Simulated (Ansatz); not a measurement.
InP:

```
In P
1.0
     0.00000    2.93050    2.93050
     2.93050    0.00000    2.93050
     2.93050    2.93050    0.00000
In P
1 1
Direct
  0.00000 0.00000 0.00000
  0.75000 0.75000 0.75000
```

Base run:

- Program: Ansatz 0.2.0
- Functional: revPBE
- Potentials or basis: Ansatz PAW
- Cutoff: 420 eV (not typed: the program's choice for these potentials)
- k mesh: 8 × 8 × 8
- Occupations: fermi-dirac, width 0.05 eV
- Spin: no spin polarisation

Its results: band gap on the k mesh 0.81 eV, direct; pressure 4.7 GPa.

**Question.** After a change of settings the same cell gave: band gap on the k mesh 1.16 eV, direct; pressure 1.7 GPa. Which change was it?
A. functional from revPBE to RPBE
B. functional from revPBE to LDA
C. functional from revPBE to PBEsol
D. functional from revPBE to r2SCAN; cutoff from 420 eV (not typed: the program's choice for these potentials) to 500 eV (not typed: the program's choice for these potentials)

**Answer.** D.

r2SCAN gives the wider gap, since meta-GGAs in the generalised Kohn-Sham scheme recover part of the derivative discontinuity.

Caveats: spin-orbit coupling is left out, which moves the levels of the heavy elements; the PAW data sets come from PBE, with cores solved anew for the run's functional, which leaves a small shift of forces and pressure.
